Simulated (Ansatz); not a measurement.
# CdS: single point with PBE

CdS:

```xyz
2
Lattice="0.0000 2.7532 2.7532 2.7532 0.0000 2.7532 2.7532 2.7532 0.0000" Properties=species:S:1:pos:R:3 pbc="T T T"
Cd    0.0000    0.0000    0.0000
S     2.7532    2.7532    2.7532
```

Measurements of this composition are mostly on another form, of space group No. 186.

```
Program             : Ansatz 0.2.0
Task                : single point
Functional          : PBE
Potentials or basis : Ansatz PAW
Cutoff              : 420 eV (not typed: the program's choice for these potentials)
k mesh              : 8 × 8 × 8
Occupations         : gaussian, width 0.02 eV
Spin                : no spin polarisation
```

| Property | Result |
| --- | --- |
| Pressure | -0.4 GPa |
| Band gap on the k mesh | 0.26 eV, indirect (least direct gap 1.55 eV) |

Levels at points of the mesh, in eV from the valence-band top:
```
             k point  band 10  band 11  band 12  band 13  band 14  band 15  band 16  band 17
  (0.00, 0.00, 0.00)    -7.57    -0.72    -0.72    -0.72     0.84     9.17     9.17     9.17
 (0.00, 0.00, -0.50)    -7.38    -4.75     0.00     0.00     3.52     5.89     5.89     6.67
(0.00, -0.50, -0.50)    -6.67    -4.10    -2.06    -2.06     0.26     6.06     9.70    11.10
```

It took 0.64 s on 2 threads of Arm Neoverse V2 (shared host), peak memory 0.29 GiB.

A k mesh can miss the band edges. As with any semilocal functional, this PBE gap is likely too small.
